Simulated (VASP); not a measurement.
# Na (Im-3m) in VASP: settings compared

Aim: see how the results for Na move with the level of theory and the settings. Levels: LDA, PBE, PBEsol, r2SCAN. Tasks: single point.

Program: VASP 6.6.1. These are calculated values, not measurements. Logs are shortened: lines on timing, memory, paths and dates and some standing lists are left out, and cuts for length are marked.

### Step 1. Starting point

It takes space group Im-3m (No. 229, cubic). The conventional cell has a = 4.230 Å, b = 4.230 Å, c = 4.230 Å, α = 90.00°, β = 90.00°, γ = 90.00°. Na (site symmetry m-3m) has 8 Na at 3.66 Å as nearest neighbours.

The cell was built by a generator and needn't be a form met in nature.

### Step 2. Single point, LDA

Contents of INCAR:

```
SYSTEM = Na
ALGO     = Normal         ! electronic algorithm
EDIFF    = 1E-7           ! SCF threshold, eV
ENCUT    = 520            ! plane-wave cutoff, eV
ISIF     = 2              ! what is computed and relaxed
ISMEAR   = 1              ! smearing method
LASPH    = .True.         ! aspherical terms in the spheres
LCHARG   = .False.        ! write CHGCAR
LREAL    = .False.        ! projectors in reciprocal space
LWAVE    = .False.        ! write WAVECAR
NELM     = 60             ! most SCF steps
PREC     = Accurate       ! precision mode
SIGMA    = 0.1            ! smearing width, eV
```

Contents of KPOINTS:

```
k-points
0
Gamma
  22 22 22
  0 0 0
```

Contents of POSCAR:

```
Na
1.0
   -2.1150000000      2.1150000000      2.1150000000
    2.1150000000     -2.1150000000      2.1150000000
    2.1150000000      2.1150000000     -2.1150000000
Na
1
Direct
    0.0000000000      0.0000000000      0.0000000000
```

Potentials or basis: VASP PAW LDA potentials, release 64 (Na_pv).

The run is started by

```console
> cat potpaw_LDA.64/Na_pv/POTCAR > POTCAR
> mpirun -np 1 vasp_std > vasp.out
```

OUTCAR:

```text
SYSTEM = Na
   EDIFF = 1E-7
   ENCUT = 520
   ISIF = 2
   ISMEAR = 1
   LASPH = .True.
   LREAL = .False.
   NELM = 60
   PREC = Accurate

 ion  position               nearest neighbor table
   1  0.000  0.000  0.000-

  LATTYP: Found a body centered cubic cell.
 ALAT       =     4.2300000000

  Lattice vectors:

 A1 = (  -2.1150000000,   2.1150000000,   2.1150000000)
 A2 = (   2.1150000000,  -2.1150000000,   2.1150000000)
 A3 = (   2.1150000000,   2.1150000000,  -2.1150000000)

Analysis of symmetry for initial positions (statically):
=====================================================================
 Subroutine PRICEL returns:
 Original cell was already a primitive cell.

 Routine SETGRP: Setting up the symmetry group for a
 body centered cubic supercell.

 Subroutine GETGRP returns: Found 48 space group operations
 (whereof 48 operations were pure point group operations)
 out of a pool of 48 trial point group operations.

The static configuration has the point symmetry O_h .

Analysis of symmetry for dynamics (positions and initial velocities):
=====================================================================
 Subroutine PRICEL returns:
 Original cell was already a primitive cell.

 Routine SETGRP: Setting up the symmetry group for a
 body centered cubic supercell.

 Subroutine GETGRP returns: Found 48 space group operations
 (whereof 48 operations were pure point group operations)
 out of a pool of 48 trial point group operations.

The dynamic configuration has the point symmetry O_h .

 Subroutine INISYM returns: Found 48 space group operations
 (whereof 48 operations are pure point group operations),
 and found     1 'primitive' translations

----------------------------------------------------------------------------------------

                                     Primitive cell

  volume of cell :      37.8435

  direct lattice vectors                    reciprocal lattice vectors
    -2.115000000  2.115000000  2.115000000     0.000000000  0.236406619  0.236406619
     2.115000000 -2.115000000  2.115000000     0.236406619  0.000000000  0.236406619
     2.115000000  2.115000000 -2.115000000     0.236406619  0.236406619  0.000000000

  length of vectors
     3.663287458  3.663287458  3.663287458     0.334329447  0.334329447  0.334329447

  position of ions in fractional coordinates (direct lattice)
     0.000000000  0.000000000  0.000000000

  ion indices of the primitive-cell ions
   primitive index   ion index
                 1           1

----------------------------------------------------------------------------------------

 KPOINTS: k-points

Automatic generation of k-mesh.
 Grid dimensions read from file:
 generate k-points for:   22   22   22

 Generating k-lattice:

  Cartesian coordinates                     Fractional coordinates (reciprocal lattice)
     0.000000000  0.010745755  0.010745755     0.045454545  0.000000000  0.000000000
     0.010745755  0.000000000  0.010745755     0.000000000  0.045454545  0.000000000
     0.010745755  0.010745755  0.000000000     0.000000000  0.000000000  0.045454545

  Length of vectors
     0.015196793  0.015196793  0.015196793

  Shift w.r.t. Gamma in fractional coordinates (k-lattice)
     0.000000000  0.000000000  0.000000000

 Subroutine IBZKPT returns following result:
 ===========================================

 Found    328 irreducible k-points:

 Following reciprocal coordinates:
            Coordinates               Weight
  0.000000  0.000000  0.000000      1.000000
  0.045455  0.000000  0.000000     12.000000
  0.090909  0.000000  0.000000     12.000000
  0.136364  0.000000  0.000000     12.000000
  0.181818  0.000000  0.000000     12.000000
  0.227273  0.000000  0.000000     12.000000
[... 16 lines left out ...]
  0.090909  0.090909  0.000000     24.000000
  0.136364  0.090909  0.000000     48.000000
 [... further k-points ...]
   k-points           NKPTS =    328   k-points in BZ     NKDIM =    328   number of bands    NBANDS=      7
   number of dos      NEDOS =    301   number of ions     NIONS =      1
   total plane-waves  NPLWV =  21952
   dimension x,y,z NGX =    28 NGY =   28 NGZ =   28
   dimension x,y,z NGXF=    56 NGYF=   56 NGZF=   56
   ions per type =               1
   NGX,Y,Z   is equivalent  to a cutoff of  12.71, 12.71, 12.71 a.u.
   NGXF,Y,Z  is equivalent  to a cutoff of  25.41, 25.41, 25.41 a.u.
 SYSTEM =  Na
   PREC   = accura    normal or accurate (medium, high low for compatibility)
   ISTART =      0    job   : 0-new  1-cont  2-samecut
   ICHARG =      2    charge: 1-file 2-atom 10-const
   ISPIN  =      1    spin polarized calculation?
   LNONCOLLINEAR =      F non collinear calculations
   LSORBIT =      F    spin-orbit coupling
   LASPH  =      T    aspherical Exc in radial PAW
   ENCUT  =  520.0 eV  38.22 Ry    6.18 a.u.   6.81  6.81  6.81*2*pi/ulx,y,z
   NELM   =     60;   NELMIN=  2; NELMDL= -5     # of ELM steps
   EDIFF  = 0.1E-06   stopping-criterion for ELM
   LREAL  =      F    real-space projection
   EDIFFG = 0.1E-05   stopping-criterion for IOM
   NSW    =      0    number of steps for IOM
   IBRION =     -1    ionic relax: 0-MD 1-quasi-New 2-CG
   NFREE  =      0    steps in history (QN), initial steepest desc. (CG)
   ISIF   =      2    stress and relaxation
   ISYM   =      2    0-nonsym 1-usesym 2-fastsym
   POTIM  = 0.5000    time-step for ionic-motion
   TEBEG  =    0.0;   TEEND  =   0.0 temperature during run
   PSTRESS=    0.0 pullay stress
   NELECT =       7.0000    total number of electrons
   NUPDOWN=      -1.0000    fix difference up-down
   EMIN   =  10.00;   EMAX   =-10.00  energy-range for DOS
   EFERMI =   0.00;   METHOD = LEGACY
   ISMEAR =     1;   SIGMA  =   0.10  broadening in eV -4-tet -1-fermi 0-gaus
   EFERMI_NEDOS =   21; number of points for ismear=-14 and -15
   IALGO  =     38    algorithm
   IMIX   =      4    mixing-type and parameters
     AMIX     =   0.40;   BMIX     =  1.00
     AMIX_MAG =   1.60;   BMIX_MAG =  1.00
  volume/ion in A,a.u.               =      37.84       255.38
  Fermi-wavevector in a.u.,A,eV,Ry     =   0.932776  1.762690 11.838023  0.870070
  Thomas-Fermi vector in A             =   2.059408
   LORBIT       =      0    0 simple, 1 ext, 2 COOP (PROOUT), +10 PAW based schemes
   GGA     = CA    functional components
   LHFCALC =     F    Hartree Fock is set to
   AEXX    =    0.0000 exact exchange contribution
   IVDW    =     0    specifies the selected vdW correction
   LEPSILON=     F    determine dielectric tensor
   LRPA    =     F    only Hartree local field effects (RPA)
 non-spin polarized calculation
 Methfessel and Paxton  Order N= 1 SIGMA  =   0.10
  energy-cutoff  :      520.00
  volume of cell :       37.84
 maximum number of plane-waves:      1048
   NGX = 13   NGY = 13   NGZ = 13

 number of electron       7.0000003 magnetization

 Free energy of the ion-electron system (eV)
  ---------------------------------------------------
  ext. energy  EPLUGINS =         0.00000000
  ---------------------------------------------------
  free energy    TOTEN  =        -1.43997654 eV

  energy without entropy =       -1.44005262  energy(sigma->0) =       -1.44000190

 E-fermi :   0.0995     XC(G=0):  -6.6707

 val. band max:        0.0704458835   @ k =  -0.3636   0.4545   0.0909
 cond. band min:       0.1027341643   @ k =  -0.4091   0.4545   0.0455
 fundamental gap:      0.0322882807
 Fermi energy:         0.0994975300

 k-point     1 :       0.0000    0.0000    0.0000
  band No.  band energies     occupation
      1     -24.8582      2.00000
      2     -24.8582      2.00000
      3     -24.8582      2.00000
      4      -3.1352      2.00000
      5      11.6156      0.00000
      6      11.6156      0.00000
      7      11.6156      0.00000

 k-point     2 :       0.0455    0.0000    0.0000
  band No.  band energies     occupation
      1     -24.8589      2.00000
      2     -24.8584      2.00000
      3     -24.8582      2.00000
      4      -3.0993      2.00000
      5      11.0891      0.00000
      6      11.3616      0.00000
      7      11.4362      0.00000

 k-point     3 :       0.0909    0.0000    0.0000
  band No.  band energies     occupation
      1     -24.8609      2.00000
      2     -24.8591      2.00000
      3     -24.8582      2.00000
      4      -2.9917      2.00000
      5       9.9860      0.00000
      6      10.8645      0.00000
      7      11.0618      0.00000

 k-point     4 :       0.1364    0.0000    0.0000
  band No.  band energies     occupation
      1     -24.8641      2.00000
      2     -24.8602      2.00000
      3     -24.8582      2.00000
      4      -2.8128      2.00000
      5       8.8133      0.00000
      6      10.3443      0.00000
      7      10.6564      0.00000

 k-point     5 :       0.1818    0.0000    0.0000
  band No.  band energies     occupation
      1     -24.8681      2.00000
      2     -24.8616      2.00000
      3     -24.8582      2.00000
      4      -2.5635      2.00000
      5       7.6653      0.00000
      6       9.8610      0.00000
      7      10.2753      0.00000
[... 161 lines left out ...]
 k-point    22 :       0.4545    0.0455    0.0000
  band No.  band energies     occupation
      1     -24.8915      2.00000
      2     -24.8698      2.00000
      3     -24.8584      2.00000
      4       0.6842     -0.00000
      5       1.5188     -0.00000
      6       7.7544      0.00000
      7       8.8332      0.00000

 k-point    23 :       0.0909    0.0909    0.0000
  band No.  band energies     occupation
      1     -24.8659      2.00000
      2     -24.8601      2.00000
      3     -24.8588      2.00000
      4      -2.7058      2.00000
      5       8.7037      0.00000
      6       9.1110      0.00000
      7      10.4077      0.00000

 k-point    24 :       0.1364    0.0909    0.0000
  band No.  band energies     occupation
      1     -24.8696      2.00000
      2     -24.8613      2.00000
      3     -24.8590      2.00000
      4      -2.4570      2.00000
      5       7.6959      0.00000
      6       8.5200      0.00000
      7      10.0040      0.00000

 [... further k-points ...]

------------------------ aborting loop because EDIFF is reached ----------------------------------------

  FORCE on cell =-STRESS in cart. coord.  units (eV):
  Direction    XX          YY          ZZ          XY          YZ          ZX
  --------------------------------------------------------------------------------------
  -------------------------------------------------------------------------------------
  Total       -0.2232187     -0.2232187     -0.2232187      0.0000000     -0.0000000      0.0000000
  in kB       -9.4503989     -9.4503989     -9.4503989      0.0000000     -0.0000000      0.0000000
  external PRESSURE =      -9.4503989 kB  Pullay stress =       0.0000000 kB

 VOLUME and BASIS-vectors are now :
 -----------------------------------------------------------------------------
  energy-cutoff  :      520.00
  volume of cell :       37.84
      direct lattice vectors                 reciprocal lattice vectors
    -2.115000000  2.115000000  2.115000000     0.000000000  0.236406619  0.236406619
     2.115000000 -2.115000000  2.115000000     0.236406619  0.000000000  0.236406619
     2.115000000  2.115000000 -2.115000000     0.236406619  0.236406619  0.000000000

 POSITION                                       TOTAL-FORCE (eV/Angst)
 -----------------------------------------------------------------------------------
      0.00000      0.00000      0.00000        -0.000000      0.000000     -0.000000
 -----------------------------------------------------------------------------------
    total drift:                                0.000000     -0.000000      0.000000

  FREE ENERGIE OF THE ION-ELECTRON SYSTEM (eV)
  ---------------------------------------------------
  free  energy   TOTEN  =        -1.4399765356 eV

  energy  without entropy=       -1.4400526217  energy(sigma->0) =       -1.44000190
```

Run time: 65 s. Hardware: 1 thread of AMD EPYC 7R13 (Zen 3), shared host; peak memory 0.16 GiB.

What came out:

* Free energy: -1.4400 eV
* Pressure: -0.9 GPa
* Band gap on the k mesh: none (metal or under the smearing width)

### Step 3. Single point, PBE

Edit INCAR of step 2 so:

```diff
@@ -4,2 +4,3 @@
 ENCUT    = 520            ! plane-wave cutoff, eV
+GGA      = PE             ! functional
 ISIF     = 2              ! what is computed and relaxed
```

KPOINTS is that of step 2.

POSCAR is that of step 2.

Potentials or basis: VASP PAW PBE potentials, release 64 (Na_pv).

The run is started by

```console
> cat potpaw_PBE.64/Na_pv/POTCAR > POTCAR
> mpirun -np 1 vasp_std > vasp.out
```

It took 67 s on 1 thread of AMD EPYC 7R13 (Zen 3), shared host; peak memory 0.18 GiB.

It converged, with:

```
Free energy            : -1.3110 eV
Pressure               : -0.2 GPa
Band gap on the k mesh : none (metal or under the smearing width)
```

Levels at points of the mesh, in eV from the Fermi level:
```tsv
k point	band 1	band 2	band 3	band 4	band 5	band 6	band 7
(0.00, 0.00, 0.00)	-24.92	-24.92	-24.92	-3.23	11.60	11.60	11.60
(0.50, 0.00, 0.00)	-24.95	-24.93	-24.92	0.75	1.20	8.12	9.02
(0.50, 0.50, 0.50)	-24.94	-24.94	-24.94	4.49	4.49	4.83	4.83
```

### Step 4. Single point, PBEsol

Edit INCAR of step 3 so:

```diff
@@ -4,3 +4,3 @@
 ENCUT    = 520            ! plane-wave cutoff, eV
-GGA      = PE             ! functional
+GGA      = PS             ! functional
 ISIF     = 2              ! what is computed and relaxed
```

KPOINTS is that of step 3.

POSCAR is that of step 3.

Potentials or basis: VASP PAW PBE potentials, release 64 (Na_pv).

The run is started by

```console
> cat potpaw_PBE.64/Na_pv/POTCAR > POTCAR
> mpirun -np 1 vasp_std > vasp.out
```

OUTCAR:

```text
SYSTEM = Na
   EDIFF = 1E-7
   ENCUT = 520
   GGA = PS
   ISIF = 2
   ISMEAR = 1
   LASPH = .True.
   LREAL = .False.
   NELM = 60
   PREC = Accurate

 ion  position               nearest neighbor table
   1  0.000  0.000  0.000-

  LATTYP: Found a body centered cubic cell.
 ALAT       =     4.2300000000

  Lattice vectors:

 A1 = (  -2.1150000000,   2.1150000000,   2.1150000000)
 A2 = (   2.1150000000,  -2.1150000000,   2.1150000000)
[... 418 lines left out ...]
      5       7.8469      0.00000
      6       8.7015      0.00000
      7      10.2536      0.00000

 [... further k-points ...]

------------------------ aborting loop because EDIFF is reached ----------------------------------------

  FORCE on cell =-STRESS in cart. coord.  units (eV):
  Direction    XX          YY          ZZ          XY          YZ          ZX
  --------------------------------------------------------------------------------------
  -------------------------------------------------------------------------------------
  Total       -0.0740346     -0.0740346     -0.0740346      0.0000000     -0.0000000      0.0000000
  in kB       -3.1343968     -3.1343968     -3.1343968      0.0000000     -0.0000000      0.0000000
  external PRESSURE =      -3.1343968 kB  Pullay stress =       0.0000000 kB

 VOLUME and BASIS-vectors are now :
 -----------------------------------------------------------------------------
  energy-cutoff  :      520.00
  volume of cell :       37.84
      direct lattice vectors                 reciprocal lattice vectors
    -2.115000000  2.115000000  2.115000000     0.000000000  0.236406619  0.236406619
     2.115000000 -2.115000000  2.115000000     0.236406619  0.000000000  0.236406619
     2.115000000  2.115000000 -2.115000000     0.236406619  0.236406619  0.000000000

 POSITION                                       TOTAL-FORCE (eV/Angst)
 -----------------------------------------------------------------------------------
      0.00000      0.00000      0.00000         0.000000     -0.000000     -0.000000
 -----------------------------------------------------------------------------------
    total drift:                                0.000000     -0.000000      0.000000

  FREE ENERGIE OF THE ION-ELECTRON SYSTEM (eV)
  ---------------------------------------------------
  free  energy   TOTEN  =        -1.3982729310 eV

  energy  without entropy=       -1.3983483264  energy(sigma->0) =       -1.39829806
```

stdout:

```text
POSCAR found type information on POSCAR Na
 POSCAR found :  1 types and       1 ions
 scaLAPACK will be used
 -----------------------------------------------------------------------------
|                                                                             |
|                                                                             |
|     You enforced a specific xc type in the INCAR file but a different       |
|     I HOPE YOU KNOW WHAT YOU ARE DOING!                                     |
|                                                                             |
 -----------------------------------------------------------------------------

 LDA part: xc-table for (Slater+PW92), standard interpolation
 POSCAR, INCAR and KPOINTS ok, starting setup
 FFT: planning ... GRIDC
 FFT: planning ... GRID_SOFT
 FFT: planning ... GRID
 WAVECAR not read
 entering main loop
```

Wall time 61 s (1 thread of AMD EPYC 7R13 (Zen 3), shared host); peak memory 0.17 GiB.

Results:

- Free energy: -1.3983 eV
- Pressure: -0.3 GPa
- Band gap on the k mesh: none (metal or under the smearing width)

Levels at points of the mesh, in eV from the Fermi level:
| k point | band 1 | band 2 | band 3 | band 4 | band 5 | band 6 |
| --- | --- | --- | --- | --- | --- | --- |
| (0.00, 0.00, 0.00) | -24.80 | -24.80 | -24.80 | -3.23 | 11.60 | 11.60 |
| (0.50, 0.00, 0.00) | -24.83 | -24.81 | -24.80 | 0.75 | 1.21 | 8.12 |
| (0.50, 0.50, 0.50) | -24.82 | -24.82 | -24.82 | 4.48 | 4.48 | 4.82 |

Caveat: the PAW data sets were made with another functional, which shifts forces and pressure a little.

### Step 5. Single point, r2SCAN

Edit INCAR of step 4 so:

```diff
@@ -4,3 +4,2 @@
 ENCUT    = 520            ! plane-wave cutoff, eV
-GGA      = PS             ! functional
 ISIF     = 2              ! what is computed and relaxed
@@ -9,4 +8,6 @@
 LCHARG   = .False.        ! write CHGCAR
+LMIXTAU  = .True.       
 LREAL    = .False.        ! projectors in reciprocal space
 LWAVE    = .False.        ! write WAVECAR
+METAGGA  = R2SCAN         ! meta-GGA
 NELM     = 60             ! most SCF steps
```

KPOINTS is that of step 4.

POSCAR is that of step 4.

The run is started by

```console
> cat potpaw_PBE.64/Na_pv/POTCAR > POTCAR
> mpirun -np 1 vasp_std > vasp.out
```

Wall time 8.4 min (1 thread of AMD EPYC 7R13 (Zen 3), shared host); peak memory 0.18 GiB.

The run converged. Its results:

```yaml
Free_energy: -3.5544 eV
Pressure: 0.1 GPa
Band_gap_on_the_k_mesh: none (metal or under the smearing width)
```

Levels at points of the mesh, in eV from the Fermi level:
| k point | band 1 | band 2 | band 3 | band 4 | band 5 | band 6 | band 7 |
| --- | --- | --- | --- | --- | --- | --- | --- |
| (0.00, 0.00, 0.00) | -26.02 | -26.02 | -26.02 | -3.44 | 12.29 | 12.29 | 12.29 |
| (0.50, 0.00, 0.00) | -26.06 | -26.04 | -26.02 | 0.72 | 1.41 | 8.58 | 9.88 |
| (0.50, 0.50, 0.50) | -26.05 | -26.05 | -26.05 | 4.67 | 4.67 | 5.23 | 5.23 |

Caveat: the PAW data sets were made with another functional, which shifts forces and pressure a little.

### Step 6. Summary

```tsv
level	potentials or basis	gap on the mesh (eV)	pressure (GPa)
LDA	VASP PAW LDA potentials, release 64 (Na_pv)	none	-0.9
PBE	VASP PAW PBE potentials, release 64 (Na_pv)	none	-0.2
PBEsol	VASP PAW PBE potentials, release 64 (Na_pv)	none	-0.3
r2SCAN	VASP PAW PBE potentials, release 64 (Na_pv)	none	0.1
```

Alike in all rows: task single point; no spin polarisation; cell as given; k mesh 22 × 22 × 22; cutoff (eV) 520; smearing methfessel-paxton 0.1 eV.

Caveats: the PAW data sets were made with another functional, which shifts forces and pressure a little (some runs).

Absolute energies hang on the potentials; compare differences alone.
